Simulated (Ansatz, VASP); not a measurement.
# InAsH3 (InAs wire along [110], 4 atoms a period, H-terminated): VASP beside Ansatz

Aim: how closely do two programs agree when they are given the same cell, functional and k mesh? The cell is taken from a series of runs on this material, whose earlier steps may have relaxed, scaled, displaced or heated it; both programs get it as it stands.

Calculated with Ansatz 0.2.0; plane waves, with VASP 6.6.1 beside it; single point at PBE, spin-orbit coupling.

## Step 1: The structure

The cell holds 10 atoms: 6 H, 2 In and 2 As. Its edges and angles: a = 13.365 Å, b = 11.895 Å, c = 4.506 Å, α = 90.0°, β = 90.0°, γ = 90.0°. Vacuum lies along a and b. The structure's axis is c.

## Step 2: VASP: single point, PBE, spin-orbit coupling

A single point gives forces, pressure and levels at one fixed geometry, so differences don't come from the geometry; what else differs is listed under the comparison.

Lines of VASP's logs that name or quote its potential files are left out, and so is its time.

The input, INCAR:

```
SYSTEM = InAsH3
PREC = Accurate
ENCUT = 400
EDIFF = 1E-06
NELM = 200
ISMEAR = -1
SIGMA = 0.05
LREAL = .FALSE.
ALGO = Normal
GGA = PE
LNONCOLLINEAR = .TRUE.
MAGMOM = 0 0 0 0 0 0 0 0 0 0 0 0 0 0 0 0 0 0 0 0 0 0 0 0 0 0 0 0 0 0
NBANDS = 62
GGA_COMPAT = .FALSE.
LASPH = .TRUE.
LSORBIT = .TRUE.
LORBIT = 11
LWAVE = .FALSE.
LCHARG = .FALSE.
ISIF = 2
EFERMI = MIDGAP
KPAR = 2
```

The input, POSCAR:

```
InAsH3
1.0
   13.3650000000      0.0000000000      0.0000000000
    0.0000000000     11.8950000000      0.0000000000
    0.0000000000      0.0000000000      4.5063158597
H In As
6 2 2
Direct
    0.2386631740      0.5135454260      0.0000000000
    0.7609291510      0.6530452590      0.0000000000
    0.7161114780      0.4683128080      0.0000000000
    0.5151813670      0.7479405960      0.5000000000
    0.5123655280      0.3427694480      0.5000000000
    0.2981538340      0.2593741820      0.0000000000
    0.3229144380      0.4025153960      0.0000000000
    0.5551256060      0.6093139670      0.5000000000
    0.6659453830      0.5826802210      0.0000000000
    0.4345100110      0.4363842250      0.5000000000
```

The input, KPOINTS:

```
Automatic mesh
0
Gamma
1 1 12
0 0 0
```

PAW data sets: H, In_d and As (PBE family, release 64).

Launch:

```console
$ mpirun -np 2 vasp_ncl
```

Numbers of over 12 decimals in the logs are rounded to 6 here.

The program printed:

```text
[banner, memory and clock lines left out]
running    2 mpi-ranks, on    1 nodes
 distrk:  each k-point on    1 cores,    2 groups
 distr:  one band on    1 cores,    1 groups

 POSCAR found type information on POSCAR H InAs
 POSCAR found :  3 types and      10 ions
 LDA part: xc-table for (Slater+PW92), standard interpolation
 POSCAR, INCAR and KPOINTS ok, starting setup
 FFT: planning ... GRIDC
 FFT: planning ... GRID_SOFT
 FFT: planning ... GRID
 WAVECAR not read
 entering main loop
       N       E                     dE             d eps       ncg     rms          rms(c)
DAV:   1     0.256547562245E+03    0.25655E+03   -0.13032E+04  1060   0.794E+02
DAV:   2    -0.511859503116E+01   -0.26167E+03   -0.25672E+03  1094   0.232E+02
DAV:   3    -0.340932107947E+02   -0.28975E+02   -0.28824E+02  1088   0.991E+01
DAV:   4    -0.352936797416E+02   -0.12005E+01   -0.11979E+01  1080   0.255E+01
DAV:   5    -0.353399580535E+02   -0.46278E-01   -0.46258E-01  1240   0.395E+00    0.989E+00
DAV:   6    -0.338076344667E+02    0.15323E+01   -0.10327E+00  1258   0.137E+01    0.538E+00
DAV:   7    -0.333447693071E+02    0.46287E+00   -0.21064E+00  1312   0.855E+00    0.163E+00
DAV:   8    -0.333385150744E+02    0.62542E-02   -0.23596E-01  1176   0.397E+00    0.121E+00
DAV:   9    -0.333288948787E+02    0.96202E-02   -0.18602E-02  1336   0.947E-01    0.950E-01
DAV:  10    -0.333182263438E+02    0.10669E-01   -0.11310E-02  1080   0.796E-01    0.341E-01
DAV:  11    -0.333123960964E+02    0.58302E-02   -0.10674E-02  1232   0.105E+00    0.259E-01
DAV:  12    -0.333127055663E+02   -0.30947E-03   -0.28346E-03  1098   0.282E-01    0.186E-01
DAV:  13    -0.333133570427E+02   -0.65148E-03   -0.56038E-04  1112   0.163E-01    0.132E-01
DAV:  14    -0.333143191193E+02   -0.96208E-03   -0.79162E-04  1068   0.233E-01    0.162E-01
[...]
DAV:  19    -0.333162249486E+02   -0.20607E-03   -0.94581E-06   968   0.141E-02    0.179E-02
DAV:  20    -0.333165162919E+02   -0.29134E-03   -0.22083E-05   964   0.163E-02    0.221E-02
DAV:  21    -0.333166179363E+02   -0.10164E-03   -0.60374E-06   962   0.970E-03    0.875E-03
DAV:  22    -0.333166625257E+02   -0.44589E-04   -0.37675E-06   888   0.761E-03    0.825E-03
DAV:  23    -0.333166806977E+02   -0.18172E-04   -0.13734E-06   884   0.469E-03    0.496E-03
DAV:  24    -0.333166852717E+02   -0.45739E-05   -0.35320E-07   840   0.255E-03    0.189E-03
DAV:  25    -0.333166893304E+02   -0.40588E-05   -0.46003E-07   680   0.225E-03    0.613E-04
DAV:  26    -0.333166901021E+02   -0.77168E-06   -0.78369E-08   800   0.122E-03
   1 F= -.33316690E+02 E0= -.33316690E+02  d E =-.377503E-10  mag=    -0.0000    -0.0000    -0.0000
```

From OUTCAR (step 2):

```text
ion  position               nearest neighbor table
   1  0.239  0.514  0.000-   7 1.74
   2  0.761  0.653  0.000-   9 1.52
   3  0.716  0.468  0.000-   9 1.52
   4  0.515  0.748  0.500-   8 1.73
   5  0.512  0.343  0.500-  10 1.52
   6  0.298  0.259  0.000-   7 1.73
   7  0.323  0.403  0.000-   6 1.73   1 1.74  10 2.73  10 2.73
   8  0.555  0.609  0.500-   4 1.73  10 2.61   9 2.71   9 2.71
   9  0.666  0.583  0.000-   3 1.52   2 1.52   8 2.71   8 2.71
  10  0.435  0.436  0.500-   5 1.52   8 2.61   7 2.73   7 2.73

  LATTYP: Found a simple orthorhombic cell.
 ALAT       =     4.5063158597
 B/A-ratio  =     2.6396285503
 C/A-ratio  =     2.9658373749

 Subroutine GETGRP returns: Found  2 space group operations
 (whereof  2 operations were pure point group operations)

The static configuration has the point symmetry C_1h.

 Found      7 irreducible k-points:

   k-points           NKPTS =      7   k-points in BZ     NKDIM =      7   number of bands    NBANDS=     62

   dimension x,y,z NGX =    90 NGY =   80 NGZ =   30
   dimension x,y,z NGXF=   180 NGYF=  160 NGZF=   60

   ENCUT  =  400.0 eV  29.40 Ry    5.42 a.u.  21.79 19.40  7.35*2*pi/ulx,y,z

   NELECT =      42.0000    total number of electrons

 k-points in reciprocal lattice and weights: Automatic mesh
   0.00000000  0.00000000  0.00000000       0.083
   0.00000000  0.00000000  0.08333333       0.167
   0.00000000  0.00000000  0.16666667       0.167
   0.00000000  0.00000000  0.25000000       0.167
   0.00000000  0.00000000  0.33333333       0.167
   0.00000000  0.00000000  0.41666667       0.167
   0.00000000  0.00000000  0.50000000       0.083

 average (electrostatic) potential at core
       1 -38.4195       2 -41.1266       3 -41.1323       4 -39.1206       5 -40.3560
       6 -38.4621       7-103.5321       8-104.3289       9 -58.0553      10 -57.1721

 E-fermi :  -2.7708

 k-point     1 :       0.0000    0.0000    0.0000
  band No.  band energies     occupation
    ...
     38      -4.9276      1.00000
     39      -4.6804      1.00000
     40      -4.6804      1.00000
     41      -3.9352      1.00000
     42      -3.9352      1.00000
     43      -1.6064      0.00000
     44      -1.6064      0.00000
     45      -1.0125      0.00000
     46      -1.0125      0.00000
     47       0.1322      0.00000
    ...

 k-point     2 :       0.0000    0.0000    0.0833
  band No.  band energies     occupation
    ...
     38      -5.0827      1.00000
     39      -4.7117      1.00000
     40      -4.6681      1.00000
     41      -4.1056      1.00000
     42      -3.9893      1.00000
     43      -1.3725      0.00000
     44      -1.3285      0.00000
     45      -0.7776      0.00000
     46      -0.7244      0.00000
     47       0.1193      0.00000
    ...

 k-point     3 :       0.0000    0.0000    0.1667
  band No.  band energies     occupation
    ...
     38      -5.1988      1.00000
     39      -4.8873      1.00000
     40      -4.8104      1.00000
     41      -4.2818      1.00000
     42      -4.1515      1.00000
     43      -0.8679      0.00000
     44      -0.8127      0.00000
     45      -0.2399      0.00000
     46      -0.1662      0.00000
     47       0.0076      0.00000
    ...

  Total       -0.2192673     -0.1696206     -0.3051950     -0.0477617      0.0000000      0.0000000
  in kB       -0.4903761     -0.3793448     -0.6825477     -0.1068157      0.0000000      0.0000000
  external PRESSURE =      -0.5174229 kB  Pullay stress =       0.0000000 kB

  energy-cutoff  :      400.00
  volume of cell :      716.40
      direct lattice vectors                 reciprocal lattice vectors
    13.365000000  0.000000000  0.000000000     0.074822297  0.000000000  0.000000000
     0.000000000 11.895000000  0.000000000     0.000000000  0.084068937  0.000000000
     0.000000000  0.000000000  4.506315860     0.000000000  0.000000000  0.221910765

 POSITION                                       TOTAL-FORCE (eV/Angst)
 -----------------------------------------------------------------------------------
      3.18973      6.10862      0.00000         0.012457     -0.009574      0.000000
     10.16982      7.76797      0.00000         0.072181      0.046130      0.000000
      9.57083      5.57058      0.00000         0.039512     -0.078779      0.000000
      6.88540      8.89675      2.25316         0.005545     -0.014741      0.000000
      6.84777      4.07724      2.25316         0.060763     -0.065097      0.000000
      3.98483      3.08526      0.00000         0.006026      0.015366      0.000000
      4.31575      4.78792      0.00000        -0.023570     -0.005775      0.000000
      7.41925      7.24779      2.25316        -0.005064      0.023726      0.000000
      8.90036      6.93098      0.00000        -0.108151      0.029512      0.000000
      5.80723      5.19079      2.25316        -0.059699      0.059233      0.000000
 -----------------------------------------------------------------------------------
    total drift:                               -0.000264     -0.000370      0.000000

  FREE ENERGIE OF THE ION-ELECTRON SYSTEM (eV)
  ---------------------------------------------------
  free  energy   TOTEN  =       -33.3166901021 eV

  energy  without entropy=      -33.3166901021  energy(sigma->0) =      -33.31669010

 Spin-Orbit-Coupling matrix elements
 Ion:    1  E_soc:      0.0000000
 Ion:    2  E_soc:      0.0000001
 Ion:    3  E_soc:      0.0000001
 Ion:    4  E_soc:      0.0000000
 Ion:    5  E_soc:      0.0000001
 Ion:    6  E_soc:      0.0000000
 Ion:    7  E_soc:     -0.0744663
 Ion:    8  E_soc:     -0.0733142
 Ion:    9  E_soc:     -0.0220693
 Ion:   10  E_soc:     -0.0235273

 total charge
# of ion       s       p       d       tot
------------------------------------------
    1        0.514   0.007   0.000   0.521
    2        0.534   0.017   0.000   0.551
    3        0.536   0.017   0.000   0.553
    4        0.510   0.007   0.000   0.517
    5        0.535   0.017   0.000   0.552
    6        0.512   0.007   0.000   0.519
    7        0.848   0.798   9.875  11.522
    8        0.848   0.756   9.877  11.480
    9        1.197   1.622   0.051   2.871
   10        1.206   1.584   0.034   2.824
--------------------------------------------------
tot          7.241   4.833  19.836  31.910

 magnetization (x)
# of ion       s       p       d       tot
------------------------------------------
    1        0.000   0.000   0.000   0.000
    2        0.000   0.000   0.000   0.000
    3        0.000   0.000   0.000   0.000
    4        0.000   0.000   0.000   0.000
    5        0.000   0.000   0.000   0.000
    6        0.000   0.000   0.000   0.000
    7        0.000   0.000   0.000   0.000
    8        0.000   0.000   0.000   0.000
    9        0.000   0.000   0.000   0.000
   10        0.000   0.000   0.000   0.000
--------------------------------------------------
tot          0.000   0.000   0.000   0.000

 magnetization (y)
# of ion       s       p       d       tot
------------------------------------------
    1        0.000   0.000   0.000   0.000
    2        0.000   0.000   0.000   0.000
    3        0.000   0.000   0.000   0.000
    4        0.000   0.000   0.000   0.000
    5        0.000   0.000   0.000   0.000
    6        0.000   0.000   0.000   0.000
    7        0.000   0.000   0.000   0.000
    8        0.000   0.000   0.000   0.000
    9        0.000   0.000   0.000   0.000
   10        0.000   0.000   0.000   0.000
--------------------------------------------------
tot          0.000   0.000   0.000   0.000

 magnetization (z)
# of ion       s       p       d       tot
------------------------------------------
    1        0.000   0.000   0.000   0.000
    2       -0.000  -0.000   0.000  -0.000
    3       -0.000  -0.000   0.000  -0.000
    4        0.000   0.000   0.000   0.000
    5        0.000  -0.000   0.000   0.000
    6       -0.000   0.000   0.000  -0.000
    7        0.000   0.000   0.000   0.000
    8       -0.000  -0.000   0.000  -0.000
    9       -0.000  -0.000  -0.000  -0.000
   10       -0.000   0.000  -0.000   0.000
--------------------------------------------------
tot         -0.000  -0.000   0.000   0.000

[... 3 further parts left out ...]
```

[end of part 1 of 2]

[Lines on the potential files, build, host, timing and source positions are cut from VASP's logs without a mark.]

[Logs are printed without paths, hosts, clocks, repeated set-up lines and the standing remarks that a program may print on its own settings, such as how far it seeks lower states.]

[Hosts, paths, dates, database ids (printed as entryN), source tags and the programs' standing remarks are cut or masked in the printed files.]
